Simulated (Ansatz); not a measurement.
What does this script print? It uses the Ansatz DFT code, driven from Python.

`slab.py`:
```python
import ansatz
from ase import Atoms
from ase.build import surface
import numpy as np

atoms = Atoms(
    ['Tl', 'Cl'],
    scaled_positions=[
        [0.0, 0.0, 0.0],
        [0.5, 0.5, 0.5],
    ],
    cell=[
        [3.834, 0.0, 0.0],
        [0.0, 3.834, 0.0],
        [0.0, 0.0, 3.834],
    ],
    pbc=True,
)
slab = surface(atoms, (1, 1, 1), 3, vacuum=6.0)
slab.pbc = True

print(slab.get_chemical_formula(), 'area {:.3f} A^2, cell height {:.2f} A'.format(np.linalg.norm(np.cross(slab.cell[0], slab.cell[1])), slab.cell[2, 2]))


def prepared(structure):
    return (
        ansatz.Crystal.from_ase(structure).calculation()
        .functional('r2scan', dispersion='d3bjatm')
        .occupations('gaussian', width=0.05)
        .mixing('msr1', preconditioner='resta')
    )


model = prepared(slab)
model = model.kpoints(3, 3, 1).electric_field(axis=3, dipole_correction=True)
model = model.potential()
model = model.forces()
done = model.run(threads=1)
rep = done.report

print(f'slab free energy {rep["free_energy_ev"]:.4f} eV, Fermi level {rep["fermi_energy_ev"]:.3f} eV')
face = rep['work_function']
print('work function (eV), upper and lower face:', *(round(face[k], 3) for k in ('phi_plus_ev', 'phi_minus_ev') if face.get(k) is not None))
print(f'dipole {face["dipole_moment_e_ang"]:+.4f} e A')

bulk = prepared(atoms).kpoints(6, 6, 6).run(threads=1).report
excess = rep['free_energy_ev'] - bulk['free_energy_ev'] * len(slab) / len(atoms)
area = np.linalg.norm(np.cross(slab.cell[0], slab.cell[1]))
print(f'mean surface energy {excess / (2 * area) * 16.02177:.3f} J/m^2 ({1000 * excess / (2 * area):.1f} meV/A^2)')

print('z (A) and force along z (eV/A)')
for site, force in sorted(zip(done.lattice.sites, rep['forces_ev_ang']), key=lambda pair: pair[0].position_ang[2]):
    print(f'{site.symbol:3s} {site.position_ang[2]:8.3f} {force[2]:9.4f}')
```

```console
$ python slab.py
Cl3Tl3 area 25.460 A^2, cell height 17.53 A
DeckWarning: basis.ecutwfc = 500 eV, auto-derived from the records' recommended cutoffs: set by Tl (their level for a meta-GGA)
RunWarning: The output density's exchange-correlation potential varies sharply where the density is thin. Do not read a vacuum level from v_tot or v_xc, or from such a field of the output density. On [...]
slab free energy -37632.3090 eV, Fermi level -0.337 eV
work function (eV), upper and lower face: 6.881 1.909
dipole -0.6995 e A
mean surface energy 0.532 J/m^2 (33.2 meV/A^2)
z (A) and force along z (eV/A)
Tl     6.000    0.8814
Cl     7.107   -0.8104
Tl     8.214    1.2289
Cl     9.320   -1.1155
Tl    10.427    0.8808
Cl    11.534   -1.0651
```
(Warnings from the package without file and line, shortened.)

Reading the output:
- The settings weren't tested for convergence.
- Only differences from the Fermi energy are physical; the zero of the scale is a convention.
- Of the deposited cell: the entry's cell lengths or inner coordinates differ somewhat from later room-temperature determinations.
- In a crystal with a gap the Fermi level's place inside it depends on smearing and mesh.
- Spin-orbit coupling, which matters for elements this heavy, is left out.
- In a slab with a gap the Fermi level, and so this work function, hangs on the smearing.
- The starting cell is as deposited in a crystallographic database; the results hold for this polymorph, which needn't be the stable one.
- The slab is thin and cut from the structure as given; a cut can leave two unlike or polar faces, and the surface energy is then their mean. Miller indices refer to the vectors of the cell as typed, and the lattice isn't relaxed for this functional, so relaxation and surface energy can hold strain.
- The whole script took 18 s on 1 thread of Arm Neoverse V2, on a shared host, peak memory 1.4 GiB.
